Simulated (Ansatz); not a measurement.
**WC in Ansatz: the effect of functional**

WC:

```
W C
1.0
     0.00000    2.23569    2.23569
     2.23569    0.00000    2.23569
     2.23569    2.23569    0.00000
W C
1 1
Direct
  0.00000 0.00000 0.00000
  0.50000 0.50000 0.50000
```

Measurements of this composition are mostly on another form, of space group No. 187.

The cell isn't the ideal one: volume scaled by 1.06.

Alike in all runs:

| Quantity | Value |
| --- | --- |
| Program | Ansatz 0.2.0 |
| Task | single point |
| Potentials or basis | Ansatz PAW |
| k mesh | 10 × 10 × 10 |
| Occupations | fermi-dirac, width 0.05 eV |
| Spin | no spin polarisation |

| functional | cutoff | pressure (GPa) |
| --- | --- | --- |
| LDA | 420 eV (not typed: the program's choice for these potentials) | -33.2 |
| PBEsol | 420 eV (not typed: the program's choice for these potentials) | ? |
| r2SCAN | 500 eV (not typed: the program's choice for these potentials) | -23.8 |

**Question.** What does the run with functional PBEsol give?

**Answer.** Pressure -27.9 GPa.

Caveats: the PAW data sets come from PBE, with cores solved anew for the run's functional, which leaves a small shift of forces and pressure.
